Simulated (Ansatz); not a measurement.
## NbC: zone-centre modes

These are results of DFT PBE, scalar-relativistic, plane waves, PAW in Ansatz, not measurements. Settings: 420 eV plane-wave cutoff, Γ-centred 24×24×24 mesh, Fermi-Dirac smearing of 0.15 eV. No spin polarisation. Phonons by linear response, acoustic sum rule imposed.

Relaxed structure:
```xyz
2
Lattice="0.0000 2.2431 2.2431 2.2431 0.0000 2.2431 2.2431 2.2431 0.0000" Properties=species:S:1:pos:R:3 pbc="T T T"
Nb    0.0000    0.0000    0.0000
C     2.2431    2.2431    2.2431
```

It was relaxed at this level from a cell as deposited in COD. In a metal, frequencies depend on the k mesh and the smearing, soft modes most.

Optical modes at Γ:
```
frequency (cm⁻¹)  degeneracy
             514           3
```

All 3 optical modes at Γ are real: no displacement of atoms at fixed cell lowers the energy to second order. Strains and modes at other wave vectors aren't tested by this run.
